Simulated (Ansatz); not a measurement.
# BN: the cost of one run

Computed with Ansatz 0.2.0 (DFT PBE, scalar-relativistic, plane waves, PAW, unless a step's input says otherwise).

## (1) The starting structure

Symmetry: P6_3mc, No. 186, hexagonal system. Conventional cell: a = 2.564 Å, b = 2.564 Å, c = 4.187 Å, α = 90.00°, β = 90.00°, γ = 120.00°. Around B (site symmetry 3m) lie 4 N at 1.57 Å. N (site symmetry 3m) is surrounded by 4 B at 1.57 Å.

As a file:

```cif
data_structure
_symmetry_space_group_name_H-M 'P 1'
_symmetry_Int_Tables_number 1
_cell_length_a 2.5640
_cell_length_b 2.5640
_cell_length_c 4.1869
_cell_angle_alpha 90.000
_cell_angle_beta 90.000
_cell_angle_gamma 120.000
_cell_volume 23.84
loop_
_atom_site_label
_atom_site_type_symbol
_atom_site_fract_x
_atom_site_fract_y
_atom_site_fract_z
_atom_site_occupancy
B1 B 0.00000 0.00000 0.00000 1
N1 N 0.00000 0.00000 0.37500 1
B2 B 0.33333 0.66667 0.50000 1
N2 N 0.33333 0.66667 0.87500 1
```

This is a trial structure built by rule; it need not be a known or stable form of this composition.

(A quick probe on a coarse mesh, which set the mesh and smearing, is not shown.)

## (3) Full relaxation

input.yaml reads:

```yaml
crystal:
  lattice:
    - [2.563971, 0.0, 0.0]
    - [-1.281985, 2.220464, 0.0]
    - [0.0, 0.0, 4.186946]
  atoms:
    - { symbol: B, position: [0.0, 0.0, 0.0] }
    - { symbol: "N", position: [0.0, 0.0, 0.375] }
    - { symbol: B, position: [0.33333333, 0.66666667, 0.5] }
    - { symbol: "N", position: [0.33333333, 0.66666667, 0.875] }
basis:
  ecutwfc: 420
kpoints:
  mp_grid: { grid: [12, 12, 6] }
hamiltonian:
  xc: pbe
scf:
  occupations: { method: gaussian, width: 0.02 }
output:
  forces: true
  stress: true
  eigenvalues: true
relax:
  adjacent_minimum: "off"
  f_tol: 0.005
  max_steps: 80
  cell: { stress_tol: 0.05 }
```

Run with:

```console
$ ansatz run input.yaml --threads 1 --pin off --max-ram 2560MiB --backend cpu --events-out ev --progress --plain --runs-dir out
```

**Question.** How long does this run take on 1 thread of Arm Neoverse N1, shared host, and how much memory does it need?

About 33 s, with a peak of 0.3 GiB.
